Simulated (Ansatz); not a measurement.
Al2O3:

```
CELL_PARAMETERS angstrom
4.61378 0.00000 0.00000
0.00000 9.56328 0.00000
0.00000 0.00000 3.11986
ATOMIC_POSITIONS crystal
Al 0.98298 0.82457 0.00000
Al 0.01702 0.17543 0.00000
Al 0.48297 0.67543 0.50000
Al 0.51702 0.32457 0.50000
O 0.50000 0.50000 0.50000
O 0.12363 0.75305 0.50000
O 0.37637 0.25305 0.00000
O 0.62364 0.74695 0.00000
O 0.00000 0.00000 0.00000
O 0.87636 0.24695 0.50000
```

Measurements of this composition are mostly on another form, of space group No. 167.

| Property | Result |
| --- | --- |
| Program | Ansatz 0.2.0 |
| Task | relaxation of cell and atoms |
| Functional | PBEsol |
| Dispersion | D4 |
| Potentials or basis | Ansatz PAW |
| Cutoff | 420 eV (not typed: the program's choice for these potentials) |
| k mesh | 5 × 3 × 7 |
| Occupations | fermi-dirac, width 0.05 eV |
| Spin | no spin polarisation |

At the start: volume 13.77 Å³/atom.

Task: Where does the relaxation end?

Result: It ends after 17 steps and the volume is 13.06 Å³/atom (-5.1 %); space group Pnnm (No. 58, to 0.05 Å).

Step by step:
```csv
step,energy change (eV),largest force (eV/Å),volume (Å³)
1,0.0000,0.1736,137.66
2,-0.0828,0.1172,136.33
3,-0.1539,0.0962,135.09
4,-0.1722,0.0642,135.30
5,-0.1913,0.1764,136.47
6,-0.2094,0.0454,135.46
7,-0.2230,0.2349,133.90
8,-0.2387,0.0416,132.21
9,-0.2404,0.0033,131.88
10,-0.2419,0.0092,131.52
11,-0.2419,0.0012,131.51
12,-0.2269,0.0007,131.51
13,-0.2308,0.0328,130.55
14,-0.2305,0.0057,130.65
15,-0.2274,0.0057,130.65
16,-0.2277,0.0002,130.57
17,-0.2275,0.0002,130.57
```

Final structure:
```
Al O
1.0
     4.55028    0.00000    0.00000
     0.00000    9.58108    0.00000
     0.00000    0.00000    2.99503
Al O
4 6
Cartesian
  5.0589 7.9848 0.0000
  -0.5087 1.5963 0.0000
  2.7838 6.3868 1.4975
  1.7665 3.1943 1.4975
  2.2751 4.7905 1.4975
  1.3780 7.5177 1.4975
  0.8972 2.7272 0.0000
  3.6531 6.8539 0.0000
  0.0000 0.0000 0.0000
  3.1723 2.0634 1.4975
```

Caveat: the plane-wave basis is chosen anew once the cell has moved, so the energies of steps on either side of that aren't comparable; the pressure holds a Pulay correction of +0.6 GPa for the finite cutoff; the PAW data sets come from PBE, with cores solved anew for the run's functional, which leaves a small shift of forces and pressure.
